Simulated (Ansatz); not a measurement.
# Quasi-harmonic thermodynamics of AgBr (Fm-3m), part 3 of 3

Aim: the lattice, expansion, heat capacity and bulk modulus of AgBr as it warms.

Experimental results on record:
- volume expansion coefficient 102.3 1e-6/K near room temperature (given in “Descriptors for thermal expansion in solids”, 2017, arXiv:1701.03966)

Ansatz 0.2.0; DFT RPBE, scalar-relativistic, plane waves, PAW.

So far. Step 2 (A first coarse run): The start is under 5.1 GPa at this level and looks like an insulator or semiconductor on this mesh. Step 5 (Tight relaxation): The residual pressure is -0.0086 GPa, small enough for phonons. The relaxed cell has a = 5.995 Å (conventional setting).

The database entry behind the starting cell differs from later determinations by our own check (about 0.6 % short of the room-temperature cell), so it need not match the best structure at ambient conditions.

## Step 7: Phonons of the refused cell

The study refused this cell, so its phonons are run alone to see which modes are imaginary.

Input file input.yaml:

```yaml
crystal:
  lattice:
    - [0.0, 2.9974673242, 2.9974673242]
    - [2.9974673242, 0.0, 2.9974673242]
    - [2.9974673242, 2.9974673242, 0.0]
  atoms:
    - { symbol: Ag, position: [0.0, 0.0, 0.0] }
    - { symbol: Br, position: [0.5, 0.5, 0.5] }
kpoints:
  mp_grid: { grid: [8, 8, 8] }
hamiltonian:
  xc: rpbe
scf:
  occupations: { method: fixed }
output:
  eigenvalues: true
phonons:
  method: dfpt
  dielectric: true
  rigid_motions: translations
  qmesh: [4, 4, 4]
  temperatures: { t_max: 1000, t_step: 50 }
  qpath:
    path:
      - [[0.0, 0.0, 0.0], [0.5, 0.0, 0.5], [0.625, 0.25, 0.625]]
      - [[0.375, 0.375, 0.75], [0.0, 0.0, 0.0], [0.5, 0.5, 0.5], [0.5, 0.25, 0.75], [0.5, 0.0, 0.5]]
    npoints: 10
```

Launch:

```console
> ansatz run input.yaml --threads 4 --pin off --max-ram 8192MiB --backend cpu --events-out ev --progress --plain --runs-dir out
```

Numbers of over 12 decimals in the logs are rounded to 6 here.

Output:

```text
[...]
Crystal: 2 atoms, lattice volume = 53.863 Å³
Basis set: ecut = 420 eV, 1067 PW (Γ), exchange–correlation on 60×60×60 points (8 copies of the dense FFT grid, shifted against one another)
Bands: 17, of which v1, the nominal top of the filled ones, is band 13 counted from 1 (12 counted from 0)
Symmetry: 48 space group operations
k-points: 59 of 512 (irreducible under 8 space group operations, time reversal used)
[...]
SCF iter   1: F=—  HF=-10388.700163 eV  |F-HF|=—  |Δ(HF+E_count)|=         —  Δρ=4.10e-3  dr2=9.33e-3  ethr=1.77e-3  ⟨swp⟩=5.0  Hψ=4170  notcnv=0  defer=112
[...]
SCF iter   8: F=-10388.699747 eV  HF=-10388.699747 eV  |F-HF|=1.82e-12  |Δ(HF+E_count)|=  4.18e-10  Δρ=3.65e-8  dr2=3.89e-13  ethr=1.00e-12  ⟨swp⟩=9.0  Hψ=6245  notcnv=0
SCF 1 converged in 8 iterations: F = -10388.699747 eV  dr2 = 3.89e-13
[...]
DFPT response loops at Γ: preconditioner auto → none (the input reference at scf.mixing.eps_inf says where Resta's filter doesn't serve); β = 0.50; Broyden in place of MSR1
── the response to a field inside a basis, on 8×8×8 k-points: an SCF that follows is theirs, and a resumed run solves both again ──
Bands: 14, of which v1, the nominal top of the filled ones, is band 13 counted from 1 (12 counted from 0)
k-points: 60 of 512 (irreducible under 12 space group operations)
[...]
Eigensolver: Dense (60 Hₖ)
SCF iter   1: F=—  HF=-10388.696368 eV  |F-HF|=—  |Δ(HF+E_count)|=         —  Δρ=3.32e-4  dr2=6.94e-6  ethr=1.00e-1
[...]
SCF iter   4: F=-10388.696393 eV  HF=-10388.696393 eV  |F-HF|=1.61e-8  |Δ(HF+E_count)|=   2.36e-7  Δρ=1.01e-5  dr2=2.15e-8  ethr=6.46e-9
SCF 1 converged in 4 iterations: F = -10388.696393 eV  dr2 = 2.15e-8
[...]
NSCF: frozen V_eff on 29 k-points
[...]
DFPT response loops at q = (0, 0, 0.25) (fractional): preconditioner auto → Resta (q_TF=auto, 2.416 Å⁻¹)  ε∞=8.1 (no band partly filled); β = 1.00, the filter's whole step (`scf.mixing.beta` (0.50) is not read by the response loops at its default; to damp them type it under 1.00, their step now; it binds the ground state too); Broyden in place of MSR1
[...]
SCF converged after 8 iterations
Free energy (F): -10388.699747 eV
[...]
Internal energy: -10388.699747 eV  (E = F + TS)
E sigma→0 (E₀):  -10388.699747 eV
Fermi energy:    6.285655 eV
[...]
--- Band table (eV; the first three rows and the last of 59) ---
  k-point 0: bands = [... 9 lower, 3.9908, 4.8017, 4.8017, 4.8017, 7.2063, 16.3255, 16.3255, 16.3255]
  k-point 1: bands = [... 9 lower, 4.0208, 4.4663, 5.1537, 5.1537, 7.9299, 15.0726, 15.8951, 15.8951]
  k-point 2: bands = [... 9 lower, 4.0948, 4.3880, 5.6958, 5.6958, 9.1879, 13.5823, 14.6645, 14.6645]
  k-point 58: bands = [... 9 lower, 4.2767, 4.4037, 4.4037, 5.1086, 9.9985, 13.5455, 14.0858, 14.0858]
--- Phonons (Γ-DFPT): 2 representative perturbations + reference, on 59 of 512 k-points (Σ response iterations 6) ---
  k mesh reduced under 8 symmetry operations, with k and −k counted as one. Each operation leaves every solved perturbation unchanged. A smaller set is not considered because the run solves the response to a homogeneous field
  ASR residual: 4.674e-5 → 0.000e0 eV/Å²; symmetrization residual: 2.206e-5 eV/Å²
  ASR residual per site (eV/Å²): 4.67e-5 1.07e-5
  Γ frequencies (cm⁻¹): 0.00 0.00 0.00 44.21 44.21 44.21
  ε∞ (high-frequency dielectric tensor):
        5.388722     0.000000    -0.000000
        0.000000     5.388722     0.000000
       -0.000000     0.000000     5.388722
  ε⁰ (static dielectric tensor: ions relaxed, cell fixed):
       30.567377    -0.000000     0.000000
       -0.000000    30.567377    -0.000000
        0.000000    -0.000000    30.567377
  ε⁰ − ε∞ (ionic part):
       25.178655    -0.000000     0.000000
       -0.000000    25.178655    -0.000000
        0.000000    -0.000000    25.178655
  softest optical mode at Γ: 44.21 cm⁻¹; the repairs (sum rule, projections) moved no ω² at Γ by more than (0.75 cm⁻¹)²
  Born effective charges Z* (e; rows j = field, columns β = displacement):
    site 0:
         1.57253   -0.00000    0.00000
        -0.00000    1.57253   -0.00000
         0.00000    0.00000    1.57253
    site 1:
        -1.57253    0.00000   -0.00000
         0.00000   -1.57253    0.00000
        -0.00000   -0.00000   -1.57253
  Z* charge neutrality: 2.235e-4 e pre-enforcement
  solved inside a basis spanned on kpoints, on 8×8×8 k-points, its susceptibility summed on 12×12×12: ε∞ is read to err by 1.4e-2, Z* by 2.0e-2 e (field_mesh: kpoints solves on kpoints); Z* is corrected for what the basis lacks
  optical modes at Γ without the LO–TO term, one row a degenerate level:
      ω (cm⁻¹)  modes    IR ((D/Å)²/amu)
         44.21      3             3.7286
  optical modes at Γ + LO–TO along q̂ = [1.0000, 0.0000, 0.0000]:
      ω (cm⁻¹)  modes    IR ((D/Å)²/amu)
         44.21      2             2.4858
        105.30      1             1.2429
  optical modes at Γ + LO–TO along q̂ = [0.0000, 1.0000, 0.0000]:
      ω (cm⁻¹)  modes    IR ((D/Å)²/amu)
         44.21      2             2.4858
        105.30      1             1.2429
  optical modes at Γ + LO–TO along q̂ = [0.0000, 0.0000, 1.0000]:
      ω (cm⁻¹)  modes    IR ((D/Å)²/amu)
         44.21      2             2.4858
        105.30      1             1.2429
--- Phonons (arbitrary-q DFPT): 8 irreducible q on the 4×4×4 mesh ---
  q = [0.0000, 0.0000, 0.0000] (star 1, of the zone-centre solve; hermiticity 1.34e-4, symmetrization 7.41e-12): -0.00 -0.00 0.00 44.21 44.21 44.21
  q = [0.0000, 0.0000, 0.2500] (star 8, 2 solved perturbations on 288 of 512 k-point pairs; hermiticity 1.76e-5, symmetrization 5.03e-12): 9.08 9.08 39.22 39.22 55.68 107.00
[...]
q = [0.0000, 0.2500, 0.2500] (star 6, 4 solved perturbations in 528 linear systems a pass and spin channel, the states on 164 of 512 k-point pairs; hermiticity 1.58e-5, symmetrization 1.02e-12): 22.93 22.93 54.19 58.83 58.83 91.42
[...]
sum rule: each row above includes the acoustic sum rule's correction from the zone centre's row sums; it moved no ω² by more than (0.34 cm⁻¹)²
  mesh force constants: q→R imaginary residual 2.80e-18; ASR residual 4.674e-5 → 0.000e0 eV/Å²; symmetrization residual 5.551e-16 eV/Å²
  interpolated dispersion: 63 rows × 6 modes
  density of states and harmonic sums: on the 20×20×20 q-mesh, interpolated from the force constants of a 4×4×4 supercell (with the dipole–dipole term)
  largest difference from the sums on the solved wave vectors: F 3.17e-2 eV, S 4.18e-5 and C_V 1.02e-5 eV/K
  zero-point energy: 0.019801 eV/cell   skipped modes (ω ≤ 0): 73, of them read as no rigid motion or as one in doubt: 70 (2.415e-1 modes/cell left out, lowest -28.87 cm⁻¹)   left out of the sums: 4.03e-2 of the cell's modes: C_V's classical limit lies that fraction below 3 k_B per atom; for a crystal, a wire or a layer, F and S can be off by more, and a phonons.interpolated_qmesh denser along its periods is the remedy for the sampling
```

The job ended after 61 s (4 threads of Intel Xeon 6975P-C (Granite Rapids), shared host; peak memory 1.3 GiB).

Numbers from this step:

- Γ frequencies: 0, 0, 0, 44.21, 44.21, 44.21 cm⁻¹ (negative: imaginary)
- lowest frequency on the path: -28.87 cm⁻¹
- point group: m-3m
- highest frequency: 107.3 cm⁻¹

ε∞:

```
5.39 0.00 0.00
0.00 5.39 0.00
0.00 0.00 5.39
```

Born charge (rows field, columns displacement) (e), principal values of the symmetric part by kind of site:

| atom | atoms with these values | low | middle | high | mean |
| --- | --- | --- | --- | --- | --- |
| Ag1 | 1 | 1.57 | 1.57 | 1.57 | 1.57 |
| Br2 | 1 | -1.57 | -1.57 | -1.57 | -1.57 |

In full for Br2:

```
-1.57  0.00  0.00
 0.00 -1.57  0.00
 0.00  0.00 -1.57
```

ε₀ (ions relaxed, fixed cell):

```
30.57  0.00  0.00
 0.00 30.57  0.00
 0.00  0.00 30.57
```

LO-TO term included. Phonon branches along the path, in cm⁻¹:

```
    point  branch 1  branch 2  branch 3  branch 4  branch 5  branch 6
        Γ         0         0         0        44        44       105
  halfway        23        23        54        59        59        91
        X        28        28        39        72        72        97
  halfway        30        37        39        67        76        96
        U        35        37        52        54        86        91
jump to K        35        37        52        54        86        91
  halfway       -25        28        39        60        62       101
        Γ         0         0         0        44        44       105
  halfway         9         9        39        39        56       107
        L       -29       -29        42        42        80       106
  halfway        28        40        41        61        67       101
        W        35        35        55        67        86        86
  halfway        31        38        43        70        76        94
        X        28        28        39        72        72        97
```

The phonon branches as a text plot (rows in cm⁻¹):

```
    104 |***                     *********************
     99 |   *       ***      ****                     **       **
     93 |    *******   ******                           *   ***
     87 |                 **                             ***
     82 |               **  *                   ***      * **
     76 |              *     **                *   **   *    **
     70 |         *****        *              *      * *    *****
     65 |       **     **   *****            *        ** ***
     59 |      *         * *    *                     * *
     53 |    *****        *      ***        *           ****
     48 | *****   **     * *        **     *         *      **
     42 |*          *   *   ****  ********** ***********
     36 |   *        *******    ****      * *          **********
     31 |            ****  *****    *               * *     *****
     25 |  *   ******           **       *
     19 |   ***                   **
     14 | **                *       **  * **         *
      8 | *                         **   *  *      *
      2 |*                        **  ***
     -3 |
     -9 |                                    *
    -15 |                        *                  *
    -20 |                    **               *
    -26 |                      **              *****
         Γ           X  U|K            Γ         L        W     X
```

Tetrahedra on 20 20 20, mean over bins of 2 cm⁻¹. The phonon density of states by wavenumber; read off at these points:

wavenumber (cm⁻¹), phonon density of states (1/cm⁻¹/cell) and a bar:
```
    -29.0      0.001 
    -25.0      0.017 ###
    -21.0      0.010 ##
    -17.0      0.008 #
    -15.0      0.008 #
    -11.0      0.006 #
     -7.0      0.006 #
     -3.0      0.006 #
      1.0      0.007 #
      5.0      0.008 #
      7.0      0.009 ##
     11.0      0.016 ###
     15.0      0.017 ###
     19.0      0.025 #####
     23.0      0.034 #######
     27.0      0.067 #############
     29.0      0.088 ##################
     33.0      0.105 #####################
     37.0      0.128 ##########################
     41.0      0.149 ##############################
     45.0      0.062 ############
     49.0      0.062 ############
     51.0      0.071 ##############
     55.0      0.053 ###########
     59.0      0.104 #####################
     63.0      0.078 ################
     67.0      0.062 ############
     71.0      0.058 ############
     73.0      0.047 #########
     77.0      0.034 #######
     81.0      0.021 ####
     85.0      0.009 ##
     89.0      0.007 #
     93.0      0.050 ##########
     95.0      0.099 ####################
     99.0      0.060 ############
    103.0      0.060 ############
    107.0      0.018 ###
```

No LO-TO term. Modes at Γ, with each element's share of the kinetic energy:

```csv
mode,frequency (cm⁻¹),symmetry,Ag %,Br %
1,0.0,T1u,57,43
2,0.0,T1u,57,43
3,0.0,T1u,57,43
4,44.2,T1u,43,57
5,44.2,T1u,43,57
6,44.2,T1u,43,57
```

Displacements in mode 5 (44.2 cm⁻¹), the largest set to 1:
```
Ag1  0.21  0.55 -0.74
Br2 -0.28 -0.74  1.00
```

Lowest modes at the softest wavevector of the mesh; phase exp(i q.(R + tau)). Modes at q = (0.000, 0.000, 0.500), with each element's share of the kinetic energy (negative means imaginary):

```csv
mode,frequency (cm⁻¹),Ag %,Br %
1,-28.9,0,100
2,-28.9,0,100
3,42.2,100,0
4,42.2,100,0
5,80.3,100,0
6,106.5,0,100
```

Displacements in mode 1 (-28.9 cm⁻¹), the largest set to 1, in the home cell (x, y, z of the real part, then of the imaginary part):
```
Ag1  0.00  0.00  0.00  0.00  0.00  0.00
Br2  0.54 -1.00 -0.46  0.03  0.00  0.04
```

Displacements in mode 6 (106.5 cm⁻¹), the largest set to 1, in the home cell:
```
Ag1  0.00  0.00  0.00
Br2 -1.00 -1.00  1.00
```

Phonopy on the run's constants, 17x17x17 mesh, Gaussian sigma 2.0 cm⁻¹. Table of modes by wavenumber; read off at these points; values in 1/cm⁻¹/cell:

```
wavenumber (cm⁻¹)       Ag       Br
            -35.0        0   3.0e-5
            -30.0   1.0e-5  0.00479
            -25.0   5.8e-5   0.0115
            -20.0   1.2e-4   0.0161
            -15.0   2.6e-4  0.00978
            -10.0   1.3e-4  0.00418
             -5.0   1.1e-4  0.00264
              0.0   2.8e-4  0.00160
              5.0   9.7e-4  0.00332
             10.0  0.00292  0.00562
             15.0  0.00486   0.0125
             20.0   0.0109   0.0243
             25.0   0.0315   0.0206
             30.0   0.0672   0.0204
             35.0   0.0889   0.0175
             40.0    0.127   0.0177
             45.0   0.0527   0.0277
             50.0   0.0277   0.0278
             55.0   0.0331   0.0304
             59.4   0.0464   0.0351
             60.0   0.0462   0.0347
             65.0   0.0397   0.0336
             68.4   0.0301   0.0357
             70.0   0.0256   0.0343
             75.0   0.0133   0.0259
             80.0  0.00408   0.0201
             85.0   5.8e-4   0.0103
             90.0   8.2e-4   0.0188
             95.0  0.00366   0.0676
            100.0  0.00668   0.0535
            105.0  0.00724   0.0387
            110.0   5.2e-4  0.00283
            115.0        0        0
```

Lorentz oscillators from the run's modes, damping 2 % of each frequency (typed, at least 3 cm⁻¹). Table of reflectivity, E along x by wavenumber; read off at these points:

wavenumber (cm⁻¹), reflectivity, E along x and a bar:
```
     5.00      0.483 ###############
     7.50      0.485 ###############
    10.00      0.489 ###############
    12.50      0.493 ################
    15.00      0.500 ################
    17.50      0.506 ################
    20.00      0.515 ################
    22.50      0.526 #################
    25.00      0.538 #################
    27.50      0.554 #################
    30.00      0.572 ##################
    32.50      0.595 ###################
    35.00      0.623 ####################
    37.50      0.661 #####################
    40.00      0.714 #######################
    42.50      0.790 #########################
    45.00      0.888 ############################
    47.50      0.927 #############################
    50.00      0.940 ##############################
    52.50      0.945 ##############################
    55.00      0.948 ##############################
    57.50      0.949 ##############################
    60.00      0.950 ##############################
    60.90      0.950 ##############################
    62.50      0.949 ##############################
    65.00      0.948 ##############################
    67.50      0.946 ##############################
    70.00      0.944 ##############################
    72.50      0.941 ##############################
    75.00      0.938 ##############################
    77.50      0.933 #############################
    80.00      0.928 #############################
    82.50      0.921 #############################
    85.00      0.912 #############################
    87.50      0.901 ############################
    90.00      0.887 ############################
    92.50      0.868 ###########################
    95.00      0.841 ###########################
    97.50      0.801 #########################
   100.00      0.738 #######################
   102.50      0.620 ####################
   105.00      0.356 ###########
   107.50      0.097 ###
   110.00      0.024 #
   112.50      0.005 
   115.00      0.001 
   117.50      0.004 
   120.00      0.009
```

The lowest solved frequency is -28.9 cm⁻¹, so the cell is unstable here and gives no valid free energy.

## Step 8: Summary of results

```yaml
lowest_frequency_at_the_solved_wavevectors: -28.9 cm⁻¹
```

What this shows: With imaginary harmonic modes at the relaxed cell the quasi-harmonic free energy is undefined, so no expansion is obtained for this phase at this level. The softest solved mode is 29i cm⁻¹ at q = (0, 0, -0.5), and 2 of 8 solved wavevectors carry a mode beyond 8i cm⁻¹. The starting cell comes from a crystallographic database, so the instability may belong to the level of theory or to the 0 K harmonic picture and not to the crystal; this functional changes the volume by +14 % against that cell. The PAW files were made for PBE and are used here under another functional, for which the program regenerates the frozen cores. The cell of these runs is 14 % larger in volume than the database cell; frequencies and all that rests on them shift with it.

[Logs are printed without paths, hosts, clocks, repeated set-up lines and the standing remarks that a program may print on its own settings, such as how far it seeks lower states.]

[Hosts, paths, dates, database ids (printed as entryN), source tags and the programs' standing remarks are cut or masked in the printed files.]

[A step with changed settings may run another functional than the one named; its input shows which.]
